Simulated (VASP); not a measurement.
# FH in VASP: a series of runs

Aim: see how the results for FH move with the level of theory and the settings. Levels: PBE, PBE+D3(BJ), r2SCAN, LDA. Tasks: relaxation of the atoms.

Program: VASP 6.6.1. These are calculated values, not measurements. Logs are shortened: lines on timing, memory, paths and dates and some standing lists are left out, and cuts for length are marked.

## (1) The molecule as given

The cell holds a molecule in a box, 2 atoms: a = 10.000 Å, b = 10.500 Å, c = 11.000 Å, α = 90.00°, β = 90.00°, γ = 90.00°.

## (2) Relaxation of the atoms, PBE

Input file INCAR:

```
PREC     = Accurate       # precision mode
ENCUT    = 520            # plane-wave cutoff, eV
EDIFF    = 1E-6           # SCF threshold, eV
ISMEAR   = 0              # smearing method
SIGMA    = 0.05           # smearing width, eV
LREAL    = F              # projectors in reciprocal space
LASPH    = T              # aspherical terms in the spheres
NELM     = 60             # most SCF steps
ALGO     = Normal         # electronic algorithm
ISIF     = 2              # what is computed and relaxed
LWAVE    = F              # write WAVECAR
LCHARG   = F              # write CHGCAR
GGA      = PE             # functional
IBRION   = 2              # ionic algorithm
NSW      = 60             # ionic steps
EDIFFG   = -0.005         # ionic threshold
```

Input file KPOINTS:

```
Automatic mesh
0
Gamma
  1 1 1
```

Input file POSCAR:

```
HF
1.0
   10.0000000000      0.0000000000      0.0000000000
    0.0000000000     10.5000000000      0.0000000000
    0.0000000000      0.0000000000     11.0000000000
F H
1 1
Direct
    0.5000000000      0.5000000000      0.5424495909
    0.5000000000      0.5000000000      0.4575504091
```

Potentials or basis: VASP PAW PBE potentials, release 64 (F, H).

Run with:

```sh
$ cat potpaw_PBE.64/F/POTCAR potpaw_PBE.64/H/POTCAR > POTCAR
$ mpirun -np 1 vasp_std > vasp.out
```

OUTCAR:

```text
PREC = Accurate
   ENCUT = 520
   EDIFF = 1E-6
   ISMEAR = 0
   LREAL = F
   LASPH = T
   NELM = 60
   ISIF = 2
   GGA = PE
   IBRION = 2
   NSW = 60
   EDIFFG = -0.005

 ion  position               nearest neighbor table
   1  0.500  0.500  0.542-   2 0.93
   2  0.500  0.500  0.458-   1 0.93

  LATTYP: Found a simple orthorhombic cell.
 ALAT       =    10.0000000000
 B/A-ratio  =     1.0500000000
 C/A-ratio  =     1.1000000000

  Lattice vectors:

 A1 = (  10.0000000000,   0.0000000000,   0.0000000000)
 A2 = (   0.0000000000,  10.5000000000,   0.0000000000)
 A3 = (   0.0000000000,   0.0000000000,  11.0000000000)

Analysis of symmetry for initial positions (statically):
=====================================================================
 Subroutine PRICEL returns:
 Original cell was already a primitive cell.

 Routine SETGRP: Setting up the symmetry group for a
 simple orthorhombic supercell.

 Subroutine GETGRP returns: Found  4 space group operations
 (whereof  4 operations were pure point group operations)
 out of a pool of  8 trial point group operations.

The static configuration has the point symmetry C_2v.

Analysis of symmetry for dynamics (positions and initial velocities):
=====================================================================
 Subroutine PRICEL returns:
 Original cell was already a primitive cell.

 Routine SETGRP: Setting up the symmetry group for a
 simple orthorhombic supercell.

 Subroutine GETGRP returns: Found  4 space group operations
 (whereof  4 operations were pure point group operations)
 out of a pool of  8 trial point group operations.

The dynamic configuration has the point symmetry C_2v.

 Subroutine INISYM returns: Found  4 space group operations
 (whereof  4 operations are pure point group operations),
 and found     1 'primitive' translations

----------------------------------------------------------------------------------------

                                     Primitive cell

  volume of cell :    1155.0000

  direct lattice vectors                    reciprocal lattice vectors
    10.000000000  0.000000000  0.000000000     0.100000000  0.000000000  0.000000000
     0.000000000 10.500000000  0.000000000     0.000000000  0.095238095  0.000000000
     0.000000000  0.000000000 11.000000000     0.000000000  0.000000000  0.090909091

  length of vectors
    10.000000000 10.500000000 11.000000000     0.100000000  0.095238095  0.090909091

  position of ions in fractional coordinates (direct lattice)
     0.500000000  0.500000000  0.542449591
     0.500000000  0.500000000  0.457550409

  ion indices of the primitive-cell ions
   primitive index   ion index
                 1           1
                 2           2

----------------------------------------------------------------------------------------

 KPOINTS: Automatic mesh

Automatic generation of k-mesh.
 Grid dimensions read from file:
 generate k-points for:    1    1    1

 Generating k-lattice:

  Cartesian coordinates                     Fractional coordinates (reciprocal lattice)
     0.100000000  0.000000000  0.000000000     1.000000000  0.000000000  0.000000000
     0.000000000  0.095238095  0.000000000     0.000000000  1.000000000  0.000000000
     0.000000000  0.000000000  0.090909091     0.000000000  0.000000000  1.000000000

  Length of vectors
     0.100000000  0.095238095  0.090909091

  Shift w.r.t. Gamma in fractional coordinates (k-lattice)
     0.000000000  0.000000000  0.000000000

 Subroutine IBZKPT returns following result:
 ===========================================

 Found      1 irreducible k-points:

 Following reciprocal coordinates:
            Coordinates               Weight
  0.000000  0.000000  0.000000      1.000000
   k-points           NKPTS =      1   k-points in BZ     NKDIM =      1   number of bands    NBANDS=      8
   number of dos      NEDOS =    301   number of ions     NIONS =      2
   total plane-waves  NPLWV = 537600
   dimension x,y,z NGX =    80 NGY =   80 NGZ =   84
   dimension x,y,z NGXF=   160 NGYF=  160 NGZF=  168
   ions per type =               1   1
   NGX,Y,Z   is equivalent  to a cutoff of  13.30, 12.67, 12.70 a.u.
   NGXF,Y,Z  is equivalent  to a cutoff of  26.60, 25.33, 25.39 a.u.
 SYSTEM =  unknown system
   PREC   = accura    normal or accurate (medium, high low for compatibility)
   ISTART =      0    job   : 0-new  1-cont  2-samecut
   ICHARG =      2    charge: 1-file 2-atom 10-const
   ISPIN  =      1    spin polarized calculation?
   LNONCOLLINEAR =      F non collinear calculations
   LSORBIT =      F    spin-orbit coupling
   LASPH  =      T    aspherical Exc in radial PAW
   ENCUT  =  520.0 eV  38.22 Ry    6.18 a.u.  18.59 19.52 20.45*2*pi/ulx,y,z
   NELM   =     60;   NELMIN=  2; NELMDL= -5     # of ELM steps
   EDIFF  = 0.1E-05   stopping-criterion for ELM
   LREAL  =      F    real-space projection
   EDIFFG = -.5E-02   stopping-criterion for IOM
   NSW    =     60    number of steps for IOM
   IBRION =      2    ionic relax: 0-MD 1-quasi-New 2-CG
   NFREE  =      1    steps in history (QN), initial steepest desc. (CG)
   ISIF   =      2    stress and relaxation
   ISYM   =      2    0-nonsym 1-usesym 2-fastsym
   POTIM  = 0.5000    time-step for ionic-motion
   TEBEG  =    0.0;   TEEND  =   0.0 temperature during run
   PSTRESS=    0.0 pullay stress
   NELECT =       8.0000    total number of electrons
   NUPDOWN=      -1.0000    fix difference up-down
   EMIN   =  10.00;   EMAX   =-10.00  energy-range for DOS
   EFERMI =   0.00;   METHOD = LEGACY
   ISMEAR =     0;   SIGMA  =   0.05  broadening in eV -4-tet -1-fermi 0-gaus
   EFERMI_NEDOS =   21; number of points for ismear=-14 and -15
   IALGO  =     38    algorithm
   IMIX   =      4    mixing-type and parameters
     AMIX     =   0.40;   BMIX     =  1.00
     AMIX_MAG =   1.60;   BMIX_MAG =  1.00
  volume/ion in A,a.u.               =     577.50      3897.16
  Fermi-wavevector in a.u.,A,eV,Ry     =   0.312064  0.589716  1.324992  0.097384
  Thomas-Fermi vector in A             =   1.191176
   LORBIT       =      0    0 simple, 1 ext, 2 COOP (PROOUT), +10 PAW based schemes
   GGA     = PE    functional components
   LHFCALC =     F    Hartree Fock is set to
   AEXX    =    0.0000 exact exchange contribution
   IVDW    =     0    specifies the selected vdW correction
   LEPSILON=     F    determine dielectric tensor
   LRPA    =     F    only Hartree local field effects (RPA)
 conjugate gradient relaxation of ions
 non-spin polarized calculation
 Gauss-broadening in eV      SIGMA  =   0.05
  energy-cutoff  :      520.00
  volume of cell :     1155.00
 maximum number of plane-waves:     31095
 NGX is ok and might be reduce to    80
   NGX = 37   NGY = 39   NGZ = 41

--------------------------------------- Ionic step        1  -------------------------------------------

 number of electron       7.9999995 magnetization

 Free energy of the ion-electron system (eV)
  ---------------------------------------------------
  ext. energy  EPLUGINS =         0.00000000
  ---------------------------------------------------
  free energy    TOTEN  =        -7.89328167 eV

  energy without entropy =       -7.89328167  energy(sigma->0) =       -7.89328167

------------------------ aborting loop because EDIFF is reached ----------------------------------------

  FORCE on cell =-STRESS in cart. coord.  units (eV):
  Direction    XX          YY          ZZ          XY          YZ          ZX
  --------------------------------------------------------------------------------------
  -------------------------------------------------------------------------------------
  Total       -0.0607698     -0.0621784      0.1298941      0.0000000      0.0000000      0.0000000
  in kB       -0.0842978     -0.0862518      0.1801847      0.0000000      0.0000000      0.0000000
  external PRESSURE =       0.0032117 kB  Pullay stress =       0.0000000 kB

 VOLUME and BASIS-vectors are now :
 -----------------------------------------------------------------------------
  energy-cutoff  :      520.00
  volume of cell :     1155.00
      direct lattice vectors                 reciprocal lattice vectors
    10.000000000  0.000000000  0.000000000     0.100000000  0.000000000  0.000000000
     0.000000000 10.500000000  0.000000000     0.000000000  0.095238095  0.000000000
     0.000000000  0.000000000 11.000000000     0.000000000  0.000000000  0.090909091
[... 37 lines left out ...]
 POSITION                                       TOTAL-FORCE (eV/Angst)
 -----------------------------------------------------------------------------------
      5.00000      5.25000      5.97743         0.000000      0.000000     -0.903100
      5.00000      5.25000      5.02257         0.000000      0.000000      0.903100
 -----------------------------------------------------------------------------------
    total drift:                                0.000000      0.000000      0.000585

  FREE ENERGIE OF THE ION-ELECTRON SYSTEM (eV)
  ---------------------------------------------------
  free  energy   TOTEN  =        -7.8857672935 eV

  energy  without entropy=       -7.8857672935  energy(sigma->0) =       -7.88576729

--------------------------------------- Ionic step        3  -------------------------------------------

 number of electron       7.9999995 magnetization

 Free energy of the ion-electron system (eV)
  ---------------------------------------------------
  ext. energy  EPLUGINS =         0.00000000
  ---------------------------------------------------
  free energy    TOTEN  =        -7.89369275 eV

  energy without entropy =       -7.89369275  energy(sigma->0) =       -7.89369275

 E-fermi :  -9.1971     XC(G=0):  -0.3818

 val. band max:       -9.5217713599   @ k =   0.0000   0.0000   0.0000
 cond. band min:      -1.0429799766   @ k =   0.0000   0.0000   0.0000
 fundamental gap:      8.4787913833
 Fermi energy:        -9.1970592956

 k-point     1 :       0.0000    0.0000    0.0000
  band No.  band energies     occupation
      1     -29.9563      2.00000
      2     -13.2725      2.00000
      3      -9.5218      2.00000
      4      -9.5218      2.00000
      5      -1.0430      0.00000
      6       0.3129      0.00000
      7       1.0186      0.00000
      8       1.0682      0.00000

------------------------ aborting loop because EDIFF is reached ----------------------------------------

  FORCE on cell =-STRESS in cart. coord.  units (eV):
  Direction    XX          YY          ZZ          XY          YZ          ZX
  --------------------------------------------------------------------------------------
  -------------------------------------------------------------------------------------
  Total       -0.0603238     -0.0617925     -0.0731397      0.0000000      0.0000000      0.0000000
  in kB       -0.0836792     -0.0857165     -0.1014569      0.0000000      0.0000000      0.0000000
  external PRESSURE =      -0.0902842 kB  Pullay stress =       0.0000000 kB
[... 10 lines left out ...]
 POSITION                                       TOTAL-FORCE (eV/Angst)
 -----------------------------------------------------------------------------------
      5.00000      5.25000      5.96885         0.000000      0.000000     -0.000292
      5.00000      5.25000      5.03115         0.000000      0.000000      0.000292
 -----------------------------------------------------------------------------------
    total drift:                                0.000000      0.000000      0.000350

  FREE ENERGIE OF THE ION-ELECTRON SYSTEM (eV)
  ---------------------------------------------------
  free  energy   TOTEN  =        -7.8936927495 eV

  energy  without entropy=       -7.8936927495  energy(sigma->0) =       -7.89369275

 reached required accuracy - stopping structural energy minimisation
```

It took 3.3 min on 1 thread of AMD EPYC 7R43 (Zen 3), shared host; peak memory 1 GiB.

Results:

```
Free energy                     : -7.8937 eV
Energy gained by relaxing       : 0.2 meV/atom
Ionic steps                     : 3
Gap between the frontier levels : 8.48 eV
```

The path:
| step | energy change (eV) | largest force (eV/Å) | pressure (GPa) |
| --- | --- | --- | --- |
| 1 | 0.0000 | 0.2173 | 0.00 |
| 2 | 0.0075 | 0.9031 | -0.05 |
| 3 | -0.0004 | 0.0003 | -0.01 |

Final structure:
```
F H
1.0
    10.00000    0.00000    0.00000
     0.00000   10.50000    0.00000
     0.00000    0.00000   11.00000
F H
1 1
Cartesian
  5.0000 5.2500 5.9688
  5.0000 5.2500 5.0312
```

## (3) Relaxation of the atoms, PBE+D3(BJ)

Input file INCAR:

```
SYSTEM = HF
PREC = Accurate ; ENCUT = 520
EDIFF = 1E-6 ; ISMEAR = 0
SIGMA = 0.05 ; LREAL = .FALSE.
LASPH = .TRUE. ; NELM = 100
ALGO = Fast ; ISIF = 2
LWAVE = .FALSE. ; LCHARG = .FALSE.
GGA = PE ; IVDW = 12
IBRION = 2 ; NSW = 40
EDIFFG = -0.01
```

Input file KPOINTS:

```
Automatic mesh
0
G
  1 1 1
  0 0 0
```

POSCAR is that of step 2.

Potentials or basis: VASP PAW PBE potentials, release 64 (F, H).

Run with:

```sh
$ cat potpaw_PBE.64/F/POTCAR potpaw_PBE.64/H/POTCAR > POTCAR
$ mpirun -np 1 vasp_std > vasp.out
```

Run time: 2 min. Hardware: 1 thread of Intel Xeon Platinum 8488C (Sapphire Rapids), shared host; peak memory 1.1 GiB.

The run converged. Its results:

| Item | Value |
| --- | --- |
| Free energy | -7.8968 eV |
| Energy gained by relaxing | 0.2 meV/atom |
| Ionic steps | 3 |
| Gap between the frontier levels | 8.48 eV |
| Dispersion energy per atom | -0.002 eV |

Step by step:
```tsv
step	energy change (eV)	largest force (eV/Å)	pressure (GPa)
1	0.0000	0.2176	0.00
2	0.0075	0.9046	-0.05
3	-0.0004	0.0005	-0.01
```

Final structure:
```
CELL_PARAMETERS angstrom
10.00000 0.00000 0.00000
0.00000 10.50000 0.00000
0.00000 0.00000 11.00000
ATOMIC_POSITIONS crystal
F 0.50000 0.50000 0.54262
H 0.50000 0.50000 0.45738
```

Levels at points of the mesh, in eV from the valence-band top:
```csv
k point,band 1,band 2,band 3,band 4,band 5,band 6,band 7,band 8
"(0.00, 0.00, 0.00)",-20.43,-3.75,0.00,0.00,8.48,9.82,10.54,10.59
```

## (4) Relaxation of the atoms, r2SCAN

Input file INCAR:

```
SYSTEM = HF
  ALGO = Normal
  EDIFF = 1E-6
  EDIFFG = -0.005
  ENCUT = 520
  IBRION = 2
  ISIF = 2
  ISMEAR = 0
  LASPH = .True.
  LCHARG = .False.
  LMIXTAU = .True.
  LREAL = .False.
  LWAVE = .False.
  METAGGA = R2SCAN
  NELM = 80
  NSW = 40
  PREC = Accurate
  SIGMA = 0.05
```

Input file KPOINTS:

```
k-points
0
Gamma
  1 1 1
  0 0 0
```

POSCAR is that of step 3.

Run with:

```sh
$ cat potpaw_PBE.64/F/POTCAR potpaw_PBE.64/H/POTCAR > POTCAR
$ mpirun -np 1 vasp_std > vasp.out
```

Run time: 8.6 min. Hardware: 1 thread of Intel Xeon 6975P-C (Granite Rapids), shared host; peak memory 1.3 GiB.

It converged, with:

| Item | Value |
| --- | --- |
| Free energy | -9.2781 eV |
| Energy gained by relaxing | 0.4 meV/atom |
| Ionic steps | 3 |
| Gap between the frontier levels | 9.62 eV |

The path:
| step | energy change (eV) | largest force (eV/Å) | pressure (GPa) |
| --- | --- | --- | --- |
| 1 | 0.0000 | 0.3103 | -0.02 |
| 2 | 0.0185 | 1.6211 | 0.06 |
| 3 | -0.0008 | 0.0020 | -0.01 |

Final structure:
```cif
data_structure
_symmetry_space_group_name_H-M 'P 1'
_symmetry_Int_Tables_number 1
_cell_length_a 10.0000
_cell_length_b 10.5000
_cell_length_c 11.0000
_cell_angle_alpha 90.000
_cell_angle_beta 90.000
_cell_angle_gamma 90.000
_cell_volume 1155.00
loop_
_atom_site_label
_atom_site_type_symbol
_atom_site_fract_x
_atom_site_fract_y
_atom_site_fract_z
_atom_site_occupancy
F1 F 0.50000 0.50000 0.54221 1
H1 H 0.50000 0.50000 0.45779 1
```

Levels at points of the mesh, in eV from the valence-band top:
| k point | band 2 | band 3 | band 4 | band 5 | band 6 | band 7 |
| --- | --- | --- | --- | --- | --- | --- |
| (0.00, 0.00, 0.00) | -3.77 | 0.00 | 0.00 | 9.62 | 10.57 | 11.26 |

Caveat: the PAW data sets were made with another functional, which shifts forces and pressure a little. r2SCAN opens gaps a little over a GGA but as a rule still falls short of measured ones.

(Continued in part 2 of 2.)
